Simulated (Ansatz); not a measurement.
Several faces are cut from this relaxed crystal of HfN:

```
Hf N
1.0
     0.00000    2.27390    2.27390
     2.27390    0.00000    2.27390
     2.27390    2.27390    0.00000
Hf N
1 1
Direct
  0.50000 0.50000 0.50000
  0.00000 0.00000 0.00000
```

Miller indices refer to the conventional cell, a = 4.548 Å, b = 4.548 Å, c = 4.548 Å, α = 90.00°, β = 90.00°, γ = 90.00°.

Computed with DFT PBE, scalar-relativistic, plane waves, PAW (Ansatz 0.2.0). Cutoff 420 eV, Γ-centred meshes, Gaussian smearing of 0.10 eV, no spin polarisation.

All atoms of each slab relax at the bulk's in-plane cell, with a dipole correction; γ is the mean of a slab's two faces. Bonds are neighbours within 10 % of the shortest distances in the bulk.

Task: How do these faces compare: (100), ending in HfN; (210), ending in HfN; (211), ending in HfN?

Result: 
| face | planes | thickness (Å) | area (Å²) | cut bonds per Å² | γ as cut (J/m²) | γ relaxed (J/m²) |
| --- | --- | --- | --- | --- | --- | --- |
| (100), ending in HfN | 5 | 9.1 | 10.34 | 0.193 | 1.69 | 1.45 |
| (210), ending in HfN | 10 | 9.2 | 23.12 | 0.259 | 2.41 | 2.08 |
| (211), ending in HfN | 11 | 9.3 | 25.33 | 0.316 | 3.25 | 2.34 |

Task: Which shape does a crystal take in vacuum at zero temperature, if only these faces and their equivalents are allowed (Wulff construction)?

Result: Shares of the surface area: (100) 100 %, (210) 0 %, (211) 0 %. A face with no share lies too high to cut the shape that the others make. Faces that weren't computed or are left out here could take a part.

Faces whose slabs rebuild by over 0.8 Å, distort in their middle or lose their symmetry through the k mesh, and polar cuts of insulators, are left out. Of the terminations computed for a plane the cheapest is shown.

The slabs are thin, so differences under about 0.05 J/m² aren't settled, and faces are 1×1 cells, without the reconstructions that some real ones have. Spin-orbit coupling is left out, which matters for the bands of heavy elements. Spin polarisation was left out, and a magnetic state may lie lower. The electron density reaches far into the vacuum, where a semilocal potential decays too fast, so work functions are less certain.

The order follows the density of bonds that each cut crosses: the fewer, the cheaper the face.

The (100) face is cheapest both as cut and relaxed, as expected for a rocksalt nitride: it is flat, charge-neutral and breaks the fewest Hf–N bonds, whose strength comes from Hf 5d–N 2p mixing together with ionic attraction. The more open (210) and (211) faces leave atoms with more missing neighbours.

Bond counting gives the order but not the full energies. Before relaxation the cost rises faster than the density of cut bonds, which suggests that each further bond lost by the same atom costs more. Relaxation then lowers (211) by far the most, from 3.25 to 2.34 J/m², probably because its exposed atoms can shift to strengthen their remaining bonds, and this brings it much closer to (210).

The cube is therefore clear against (210), but less so against (211). Despite its higher energy, (211) lies almost exactly at the limit where it would begin to bevel the cube's corners, so tiny facets there can't be excluded. How adsorbed nitrogen or surface vacancies would shift this balance remains open.
